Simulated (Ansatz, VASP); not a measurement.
Two plane-wave programs on GaSb

```
Ga Sb
1.0
     3.10774    3.10774    0.00000
    -3.10774    3.10774    0.00000
     0.00000    0.00000    6.21549
Ga Sb
2 2
Cartesian
  0.0000 0.0000 0.0000
  0.0000 3.1077 3.1077
  1.5539 1.5539 1.5539
  -1.5539 1.5539 4.6616
```

Alike in both runs: task single point; functional PBE; k mesh 10 × 10 × 8; occupations gaussian, width 0.1 eV; no spin polarisation.

|  | VASP | Ansatz |
| --- | --- | --- |
| version | VASP 6.6.1 | Ansatz 0.2.0 |
| potentials or method | VASP PAW PBE potentials, release 64 (Ga_d, Sb) | scalar-relativistic, plane waves, PAW |
| plane-wave cutoff (eV) | 520 | 420 |
| valence electrons in the cell | 36 | 56 |

|  | VASP | Ansatz | Ansatz less VASP |
| --- | --- | --- | --- |
| gap on the k mesh at the Fermi level (eV) | none | none | - |
| pressure (GPa) | 0.0 | 0.0 | -0.07 |

A gap of «none» marks a metal or a gap that the smearing closes. With one functional, cell and mesh, what is left measures potentials, basis and numerics. The two sets of potentials don't hold the same shells in valence.

Spin-orbit coupling is left out, which matters for the levels of Sb.
